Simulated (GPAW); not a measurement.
# Pt (P6_3/mmc) in GPAW: notebook

Runs on Pt. Level: PBE. Tasks: optical spectrum.

All numbers are computed with GPAW 26.7.0; they aren't measurements. Logs are shortened: lines on timing, memory, paths and dates and some standing lists are left out, and cuts for length are marked. The log counts tension as positive stress, the text compression.

## Step 1: The structure

The structure is hexagonal, space group P6_3/mmc (No. 194). The conventional cell has a = 2.704 Å, b = 2.704 Å, c = 4.694 Å, α = 90.00°, β = 90.00°, γ = 120.00°. Pt (site symmetry -6m2) has 12 Pt at 2.70 to 2.82 Å as nearest neighbours.

This isn't the form of Pt at room conditions, which is fcc.

## Step 2: Optical spectrum, PBE

run.py reads:

```python
from ase.dft.bandgap import bandgap
from ase.io import read, write
from gpaw import GPAW, PW
from gpaw.response.df import DielectricFunction

atoms = read('POSCAR')

calc = GPAW(mode=PW(400),
            xc='PBE',
            kpts={'size': (9, 9, 5), 'gamma': True},
            occupations={'name': 'fermi-dirac', 'width': 0.05},
            nbands=29,
            convergence={'density': 1e-06},
            maxiter=150,
            txt='gpaw.txt')
atoms.calc = calc
energy = atoms.get_potential_energy()
calc.write('gs.gpw')
write('result.traj', atoms)
print(f'Energy: {energy:.6f} eV')
print('Fermi level:', round(calc.get_fermi_level(), 4), 'eV')
print(f'Gap: {bandgap(calc)[0]:.4f} eV, direct: {bandgap(calc, direct=True)[0]:.4f} eV')

dense = calc.fixed_density(kpts={'size': (19, 19, 10), 'gamma': True},
                           nbands=42, convergence={'bands': 36, 'eigenstates': 1e-7},
                           update_fermi_level=True, txt='dense.txt')
dense.write('dense.gpw', mode='all')

df = DielectricFunction('dense.gpw', frequencies={'type': 'nonlinear', 'domega0': 0.05, 'omega2': 10},
                        eta=0.1, ecut=50, nbands=36, rate='eta', txt='df.txt')
for direction in ['x', 'z']:
    df.get_dielectric_function(xc='RPA', direction=direction, filename=f'df_{direction}.csv')
```

POSCAR reads:

```
Pt
1.0
    2.7043096880      0.0000000000      0.0000000000
   -1.3521548440      2.3420008895      0.0000000000
    0.0000000000      0.0000000000      4.6943078975
Pt
2
Direct
    0.3333333333      0.6666666667      0.2500000000
    0.6666666667      0.3333333333      0.7500000000
```

Potentials or basis: GPAW PAW data sets (gpaw-data 1.2.1), pw.

Started as:

```console
$ OMP_NUM_THREADS=1 python run.py
```

gpaw.txt:

```text
__  _  _
 | _ |_)|_||  |
 |__||  | ||/\| - 26.7.0

Input parameters:
  mode=PW(ecut=400.0),
  convergence={'density': 1e-06},
  kpts=MonkhorstPack(size=(9, 9, 5), gamma=True),
  maxiter=150,
  nbands=29,
  occupations=Occupations(name='fermi-dirac', width=0.05),
  xc=XC(name='PBE')

Diagonalizing LCAO Hamiltonian
Converting LCAO to pw mode

          Pt

        Pt

Atoms  # Å, Bohr magnetons
|   | symbol |         x |        y |        z |    initial magnetic moments |
|---|--------|-----------|----------|----------|-----------------------------|
| 0 |     Pt | -0.000000 | 1.561334 | 1.173577 | ( 0.0000,  0.0000,  0.0000) |
| 1 |     Pt |  1.352155 | 0.780667 | 3.520731 | ( 0.0000,  0.0000,  0.0000) |

Unit cell  # Å
| periodic |         x |        y |        z |  lengths |     angles |
|----------|-----------|----------|----------|----------|------------|
|      yes |  2.704310 | 0.000000 | 0.000000 | 2.704310 |  90.000000 |
|      yes | -1.352155 | 2.342001 | 0.000000 | 2.704310 |  90.000000 |
|      yes |  0.000000 | 0.000000 | 4.694308 | 4.694308 | 120.000000 |

Number of symmetries: 12
Symmetry operations  # r_c * U_cc + t_c -> r_c
|    | kind |            matrix            |
|----|------|------------------------------|
|  0 |  σ   |  1, 1, 0,  0,-1, 0,  0, 0, 1 |
|  1 |  S6  |  1, 1, 0, -1, 0, 0,  0, 0,-1 |
|  2 |  E   |  1, 0, 0,  0, 1, 0,  0, 0, 1 |
|  3 |  C2  |  1, 0, 0, -1,-1, 0,  0, 0,-1 |
|  4 |  C2  |  0, 1, 0,  1, 0, 0,  0, 0,-1 |
|  5 |  C3  |  0, 1, 0, -1,-1, 0,  0, 0, 1 |
|  6 |  S6  |  0,-1, 0,  1, 1, 0,  0, 0,-1 |
|  7 |  σ   |  0,-1, 0, -1, 0, 0,  0, 0, 1 |
|  8 |  σ   | -1, 0, 0,  1, 1, 0,  0, 0, 1 |
|  9 |  i   | -1, 0, 0,  0,-1, 0,  0, 0,-1 |
| 10 |  C3  | -1,-1, 0,  1, 0, 0,  0, 0, 1 |
| 11 |  C2  | -1,-1, 0,  0, 1, 0,  0, 0,-1 |

BZ-sampling:
  Number of BZ points: 405
  Number of IBZ points: 50

  Monkhorst-Pack size: [9, 9, 5]
  Monkhorst-Pack shift: [0, 0, 0]

K-points  # in reciprocal-cell coordinates
|     |                                coordinates |     weight |
|-----|--------------------------------------------|------------|
|   0 | (  0.00000000,   0.00000000,   0.00000000) | 0.00246914 |
|   1 | (  0.00000000,   0.00000000,   0.20000000) | 0.00493827 |
|   2 | (  0.00000000,   0.00000000,   0.40000000) | 0.00493827 |
|   3 | (  0.11111111,   0.00000000,  -0.40000000) | 0.01481481 |
|   4 | (  0.11111111,   0.00000000,  -0.20000000) | 0.01481481 |
|   5 | (  0.11111111,   0.00000000,   0.00000000) | 0.01481481 |
|   6 | (  0.11111111,   0.00000000,   0.20000000) | 0.01481481 |
|   7 | (  0.11111111,   0.00000000,   0.40000000) | 0.01481481 |
|   8 | (  0.22222222,  -0.11111111,   0.00000000) | 0.01481481 |
|   9 | (  0.22222222,  -0.11111111,   0.20000000) | 0.02962963 |
| ... |                                            |            |
|  49 | (  0.44444444,   0.44444444,   0.40000000) | 0.02962963 |

Plane wave coefficients: 564
Cutoff: 400.0 eV

Spin-components: 1 (collinear spins)
Bands:           29
Projectors:      12
Spin-degeneracy: 2
Datatype:        complex128

Parallelization:
  kpt:    1
  domain: 1
  band:   1

Density:
  Valence electrons: 32.0
  Components: 1
  Grid points: [14 14 24]
  Charge: 0.0  # |e|

Potential:
  Grid points: [14 14 24]

species:
  Pt:
    name:    Platinum
    Z:       78.0
    valence: 16
    core:    62
    charge:  0.0  # [|e|]
    compensation charges:
      type: gauss
      rc: 0.41  # [Å]
      lmax: 2
    cutoffs:
      filter: 2.26  # [Å]
      core: 2.26  # [Å]
    projectors
    | kind |    occ | energy [eV] | rcut [Å] |
    |------|--------|-------------|----------|
    |   6s |  1.000 |      -5.628 |    1.307 |
    |   5p |  6.000 |     -56.051 |    1.371 |
    |   6p |  0.000 |      -0.845 |    1.371 |
    |   5d |  9.000 |      -6.153 |    1.307 |
    |    s |        |      21.583 |    1.307 |
    |    d |        |      21.058 |    1.307 |

    Using partial waves for Pt as LCAO basis

Reference energy: -1000750.725535  # eV

eigensolver:
  PPCG
  Converge bands: occupied
  niter=2

density mixing:
  MSR1-Mixer
  Pratt-step length: 0.05
  Maximum mixing coefficient: 0.75
  Old densities: 10
  SVD Regularization: 0.005
  Good broyden scale: 1.0
  Trust region scale: 1.0
  Backstep threshold: 4.0
  History deletion threshold: 6.0
  Fourier metric: weight=20.0, sigma=0.015

occupation numbers:
  Fermi-Dirac:
    width: 0.0500  # eV

poisson solver:
  ecut: 3200.0  # eV

xc functional:
  name: PBE with 2 nearest neighbor stencil

convergence criteria:
- Maximum integral of absolute [dens]ity change: 1e-06 electrons / valence electron
- Maximum [total energy] change in last 3 cyles: 0.0005 eV / valence electron
- Maximum integral of absolute [eigenst]ate change: 4e-08 eV^2 / valence electron
maximum number of iterations: 150

SCF iterations
|iter     | |      energy | eigst |  dens |
|---------|-|-------------|-------|-------|
|iter:   1| |  -13.520485 | +0.03 |       |
|iter:   2| |  -13.346106 | -2.82 | -1.20 |
|iter:   3| |  -12.664335 | -2.08 | -1.25 |
|iter:   4| |  -12.659406 | -3.71 | -2.24 |
|iter:   5| |  -12.658745c| -3.45 | -2.51 |
|iter:   6| |  -12.658823c| -5.45 | -3.57 |
|iter:   7| |  -12.658836c| -6.19 | -3.84 |
|iter:   8| |  -12.658838c| -7.40c| -4.31 |
|iter:   9| |  -12.658838c| -8.17c| -4.72 |
|iter:  10| |  -12.658838c| -8.48c| -5.37 |
|iter:  11| |  -12.658838c| -9.11c| -6.11c|

Converged in 11 steps
Energy contributions relative to reference atoms: (reference = -1000750.725535)

Energy contributions:
  Kinetic:          -2.377682
  Coulomb:           0.063614
  Zero:             -1.060448
  External:          0.000000
  Xc:               -9.273490
  Entropy:          -0.021665
  Spinorbit:         0.000000
  ----------------------------
  Free energy:     -12.669670
  Extrapolated:    -12.658838

dipole moment: (0.000000, 0.000001, 0.000002)  # |e|*Ang

Fermi level: 12.414
Eigenvalues  # (at kpt = [0.000, 0.000, 0.000])
| band index |      eig [eV] | occ [0-2] |
|------------|---------------|-----------|
|          0 |       -40.538 |     2.000 |
|        ... |               |           |
|         10 |         8.657 |     2.000 |
|         11 |         9.060 |     2.000 |
|         12 |         9.060 |     2.000 |
|         13 |        10.406 |     2.000 |
|         14 |        10.406 |     2.000 |
|         15 |        11.445 |     2.000 |
[... 8 lines left out ...]
|         24 |        35.709 |     0.000 |
|         25 |        35.709 |     0.000 |
|        ... |               |           |
|         28 |        38.125 |     0.000 |

No gap
No difference between direct/indirect transitions
# Writing to gs.gpw (mode='')
```

It took 5 min on 1 thread of Arm Neoverse V1, shared host; peak memory 0.41 GiB.

Results:

```
Free energy            : -12.6697 eV
Band gap on the k mesh : none (metal or under the smearing width)
```

Dielectric function (mean over the directions given):
```
energy (eV)  real part  imaginary part
       0.67    -136.71          108.03
       1.54     -32.56           23.49
       2.54      -8.56           14.70
       3.56      -7.19            9.69
       4.44      -4.75            5.84
       5.38      -1.60            4.54
       6.39      -0.95            3.26
       7.38       0.74            4.44
       8.25       0.42            4.74
       9.27       0.07            4.27
      10.26      -1.35            3.58
      11.31      -0.99            2.71
      12.19      -0.54            2.25
      13.24      -0.43            1.87
      14.22      -0.27            1.50
      15.26       0.16            1.57
      16.21       0.29            1.36
      17.36       0.48            1.68
      18.58       0.42            1.89
      19.87       0.08            1.99
```

Caveat: the intraband term hangs on this k mesh; the long-wavelength limit can be off by several per cent where d states take part; independent-particle spectra lack excitons.

## Step 3: Optical spectrum, PBE

This run uses another cell than the first one, of 15.18 Å³/atom, 1.021 times its volume.

run.py is that of step 2.

POSCAR reads:

```
Pt
1.0
    2.7233547499      0.0000000000      0.0000000000
   -1.3616773750      2.3584943969      0.0000000000
    0.0000000000      0.0000000000      4.7273674930
Pt
2
Direct
    0.3333333333      0.6666666667      0.2500000000
    0.6666666667      0.3333333333      0.7500000000
```

Potentials or basis: GPAW PAW data sets (gpaw-data 1.2.1), pw.

Started as:

```console
$ OMP_NUM_THREADS=1 python run.py
```

gpaw.txt:

```text
__  _  _
 | _ |_)|_||  |
 |__||  | ||/\| - 26.7.0

Input parameters:
  mode=PW(ecut=400.0),
  convergence={'density': 1e-06},
  kpts=MonkhorstPack(size=(9, 9, 5), gamma=True),
  maxiter=150,
  nbands=29,
  occupations=Occupations(name='fermi-dirac', width=0.05),
  xc=XC(name='PBE')

Diagonalizing LCAO Hamiltonian
Converting LCAO to pw mode

          Pt

        Pt

Atoms  # Å, Bohr magnetons
|   | symbol |         x |        y |        z |    initial magnetic moments |
|---|--------|-----------|----------|----------|-----------------------------|
| 0 |     Pt | -0.000000 | 1.572330 | 1.181842 | ( 0.0000,  0.0000,  0.0000) |
| 1 |     Pt |  1.361677 | 0.786165 | 3.545526 | ( 0.0000,  0.0000,  0.0000) |

Unit cell  # Å
| periodic |         x |        y |        z |  lengths |     angles |
|----------|-----------|----------|----------|----------|------------|
|      yes |  2.723355 | 0.000000 | 0.000000 | 2.723355 |  90.000000 |
[... 132 lines left out ...]
|iter:   3| |  -12.713160 | -2.07 | -1.24 |
|iter:   4| |  -12.708818 | -3.74 | -2.24 |
|iter:   5| |  -12.708317c| -3.46 | -2.49 |
|iter:   6| |  -12.708397c| -5.30 | -3.55 |
|iter:   7| |  -12.708409c| -6.21 | -3.85 |
|iter:   8| |  -12.708411c| -7.34 | -4.32 |
|iter:   9| |  -12.708411c| -7.47c| -4.79 |
|iter:  10| |  -12.708411c| -8.16c| -5.35 |
|iter:  11| |  -12.708411c| -8.72c| -5.95 |
|iter:  12| |  -12.708411c| -9.29c| -6.54c|

Converged in 12 steps
Energy contributions relative to reference atoms: (reference = -1000750.725535)

Energy contributions:
  Kinetic:          -7.672573
  Coulomb:           4.578891
  Zero:             -1.049955
  External:          0.000000
  Xc:               -8.553452
  Entropy:          -0.022643
  Spinorbit:         0.000000
  ----------------------------
  Free energy:     -12.719733
  Extrapolated:    -12.708411

dipole moment: (0.000001, 0.000001, 0.000002)  # |e|*Ang

Fermi level: 11.991
Eigenvalues  # (at kpt = [0.000, 0.000, 0.000])
| band index |      eig [eV] | occ [0-2] |
|------------|---------------|-----------|
|          0 |       -40.861 |     2.000 |
|        ... |               |           |
|         10 |         8.361 |     2.000 |
|         11 |         8.749 |     2.000 |
|         12 |         8.749 |     2.000 |
|         13 |        10.055 |     2.000 |
|         14 |        10.055 |     2.000 |
|         15 |        11.119 |     2.000 |
[... 8 lines left out ...]
|         24 |        35.170 |     0.000 |
|         25 |        35.170 |     0.000 |
|        ... |               |           |
|         28 |        37.396 |     0.000 |

No gap
No difference between direct/indirect transitions
# Writing to gs.gpw (mode='')
```

stdout:

```text
Energy: -12.708411 eV
Fermi level: 11.9905 eV
Gap: 0.0000 eV, direct: 0.0000 eV
```

Run time: 5 min. Hardware: 1 thread of Arm Neoverse V1, shared host; peak memory 0.42 GiB.

Results:

```yaml
Free_energy: -12.7197 eV
Band_gap_on_the_k_mesh: none (metal or under the smearing width)
```

Dielectric function (mean over the directions given):
```csv
energy (eV),real part,imaginary part
0.67,-132.39,107.70
1.26,-44.69,36.26
1.89,-18.83,16.20
2.54,-9.30,15.46
3.17,-8.29,10.65
3.76,-5.96,7.44
4.44,-4.54,5.15
5.01,-2.91,4.73
5.68,-2.05,3.97
6.31,-0.70,3.16
6.87,0.53,3.87
7.55,-0.06,3.99
8.16,-0.06,4.74
8.80,-0.28,4.12
9.47,-0.76,4.39
10.16,-1.22,3.27
10.78,-1.04,3.15
11.41,-0.81,2.47
12.08,-0.63,2.24
12.65,-0.54,2.01
13.36,-0.39,1.90
13.97,-0.30,1.51
14.61,0.08,1.40
15.26,0.20,1.52
15.94,0.21,1.37
16.64,0.40,1.54
17.36,0.46,1.66
18.12,0.45,1.73
18.90,0.20,1.99
19.87,-0.02,1.93
```

Caveat: the intraband term hangs on this k mesh; the long-wavelength limit can be off by several per cent where d states take part; independent-particle spectra lack excitons.

## Step 4: Optical spectrum, PBE

This run uses another cell than the first one, of 15.50 Å³/atom, 1.043 times its volume.

run.py is that of step 3.

POSCAR reads:

```
Pt
1.0
    2.7421371004      0.0000000000      0.0000000000
   -1.3710685502      2.3747603895      0.0000000000
    0.0000000000      0.0000000000      4.7599710578
Pt
2
Direct
    0.3333333333      0.6666666667      0.2500000000
    0.6666666667      0.3333333333      0.7500000000
```

Potentials or basis: GPAW PAW data sets (gpaw-data 1.2.1), pw.

Started as:

```console
$ OMP_NUM_THREADS=1 python run.py
```

gpaw.txt:

```text
__  _  _
 | _ |_)|_||  |
 |__||  | ||/\| - 26.7.0

Input parameters:
  mode=PW(ecut=400.0),
  convergence={'density': 1e-06},
  kpts=MonkhorstPack(size=(9, 9, 5), gamma=True),
  maxiter=150,
  nbands=29,
  occupations=Occupations(name='fermi-dirac', width=0.05),
  xc=XC(name='PBE')

Diagonalizing LCAO Hamiltonian
Converting LCAO to pw mode

          Pt

        Pt

Atoms  # Å, Bohr magnetons
|   | symbol |         x |        y |        z |    initial magnetic moments |
|---|--------|-----------|----------|----------|-----------------------------|
| 0 |     Pt | -0.000000 | 1.583174 | 1.189993 | ( 0.0000,  0.0000,  0.0000) |
| 1 |     Pt |  1.371069 | 0.791587 | 3.569978 | ( 0.0000,  0.0000,  0.0000) |

Unit cell  # Å
| periodic |         x |        y |        z |  lengths |     angles |
|----------|-----------|----------|----------|----------|------------|
|      yes |  2.742137 | 0.000000 | 0.000000 | 2.742137 |  90.000000 |
[... 132 lines left out ...]
|iter:   3| |  -12.737670 | -2.05 | -1.24 |
|iter:   4| |  -12.733891 | -3.75 | -2.23 |
|iter:   5| |  -12.733575c| -3.47 | -2.48 |
|iter:   6| |  -12.733656c| -5.35 | -3.53 |
|iter:   7| |  -12.733667c| -6.25 | -3.87 |
|iter:   8| |  -12.733669c| -7.47c| -4.31 |
|iter:   9| |  -12.733669c| -8.03c| -4.66 |
|iter:  10| |  -12.733669c| -8.61c| -5.40 |
|iter:  11| |  -12.733669c| -9.16c| -6.07c|

Converged in 11 steps
Energy contributions relative to reference atoms: (reference = -1000750.725535)

Energy contributions:
  Kinetic:         -12.478061
  Coulomb:           8.679380
  Zero:             -1.041249
  External:          0.000000
  Xc:               -7.881895
  Entropy:          -0.023689
  Spinorbit:         0.000000
  ----------------------------
  Free energy:     -12.745514
  Extrapolated:    -12.733669

dipole moment: (0.000001, 0.000001, 0.000002)  # |e|*Ang

Fermi level: 11.585
Eigenvalues  # (at kpt = [0.000, 0.000, 0.000])
| band index |      eig [eV] | occ [0-2] |
|------------|---------------|-----------|
|          0 |       -41.172 |     2.000 |
|        ... |               |           |
|         10 |         8.076 |     2.000 |
|         11 |         8.451 |     2.000 |
|         12 |         8.451 |     2.000 |
|         13 |         9.718 |     2.000 |
|         14 |         9.718 |     2.000 |
|         15 |        10.807 |     2.000 |
[... 8 lines left out ...]
|         24 |        34.651 |     0.000 |
|         25 |        34.651 |     0.000 |
|        ... |               |           |
|         28 |        36.694 |     0.000 |

No gap
No difference between direct/indirect transitions
# Writing to gs.gpw (mode='')
```

stdout:

```text
Energy: -12.733669 eV
Fermi level: 11.5847 eV
Gap: 0.0000 eV, direct: 0.0000 eV
```

Run time: 5 min. Hardware: 1 thread of Arm Neoverse V1, shared host; peak memory 0.42 GiB.

What came out:

```
Free energy            : -12.7455 eV
Band gap on the k mesh : none (metal or under the smearing width)
```

Dielectric function (mean over the directions given):
```csv
energy (eV),real part,imaginary part
0.67,-127.04,106.34
1.26,-42.63,34.85
1.89,-16.93,16.42
2.54,-9.82,15.53
3.17,-8.14,9.88
3.76,-5.73,7.57
4.44,-3.60,4.82
5.01,-2.29,4.39
5.68,-1.55,3.73
6.31,-0.22,3.70
6.87,0.71,4.23
7.55,0.43,4.10
8.16,-0.36,4.30
8.80,-0.08,4.22
9.47,-0.98,3.93
10.16,-1.18,2.97
10.78,-1.07,2.65
11.41,-0.71,2.34
12.08,-0.59,2.10
12.65,-0.48,1.89
13.36,-0.42,1.71
13.97,-0.17,1.42
14.61,0.17,1.44
15.26,0.25,1.56
15.94,0.41,1.39
16.64,0.45,1.51
17.36,0.44,1.67
18.12,0.46,1.72
18.90,0.13,1.75
19.87,-0.07,1.84
```

Caveat: the intraband term hangs on this k mesh; the long-wavelength limit can be off by several per cent where d states take part; independent-particle spectra lack excitons. Spin-orbit coupling is left out, which matters for the levels of Pt.

## Step 5: Overview

| cell | gap on the mesh (eV) |
| --- | --- |
| P6_3/mmc, 14.87 Å³/atom | none |
| P6_3/mmc, 15.18 Å³/atom | none |
| P6_3/mmc, 15.5 Å³/atom | none |

Alike in all rows: task optical spectrum; level PBE; potentials or basis GPAW PAW data sets (gpaw-data 1.2.1), pw; no spin polarisation; k mesh 9 × 9 × 5; cutoff (eV) 400; smearing fermi-dirac 0.05 eV.

Every run on the cell as given and a fine mesh finds a metal.

Caveats: the intraband term hangs on this k mesh; the long-wavelength limit can be off by several per cent where d states take part; independent-particle spectra lack excitons.

Total energies depend on the potentials used, so only differences within one code and one set of settings carry meaning.
